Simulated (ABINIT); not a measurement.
Input of an ABINIT 10.8.3 (patched build) run:

run.abi

```
# Pseudopotentials
pp_dirpath "./"
pseudos "16_S_6_1.8_1.9_pbe_n_v1.0.psp8, 12_Mg_10_1.9_2.0_pbe_v1.0.psp8"

# Structure
acell 6.9528480039 6.9528480039 6.9528480039
rprim
     0.0000000000     0.7071067812     0.7071067812
     0.7071067812     0.0000000000     0.7071067812
     0.7071067812     0.7071067812     0.0000000000
ntypat 2
znucl 16 12
natom 2
typat 1 2
xred
     0.5000000000     0.5000000000     0.5000000000
     0.0000000000     0.0000000000     0.0000000000

# Plane-wave basis
ecut 26.0

# k points
kptopt 1
ngkpt 6 6 6
nshiftk 1
shiftk 0.0 0.0 0.0

# Exchange and correlation
ixc 11

# Bands and occupations
nband 10
occopt 1

# SCF cycle
nstep 100
tolvrs 1.0e-10
diemac 6.0

# Output
iomode 3
prtwf 0
prteig 0
prtebands 0
enunit 2
prtden 1
prtvha 1
prtvclmb 1
prtpot 1
prtelf 1
```

Potentials or basis: SPMS NC PBE v1.0.

Command:

```sh
$ mpirun --bind-to none -np 8 abinit run.abi > log 2>&1
```

(1) Predict the pressure.

(2) Estimate the band gap on the k mesh.

Answers

(1) 0.9 GPa.

(2) 2.78 eV, indirect (least direct gap 3.71 eV).
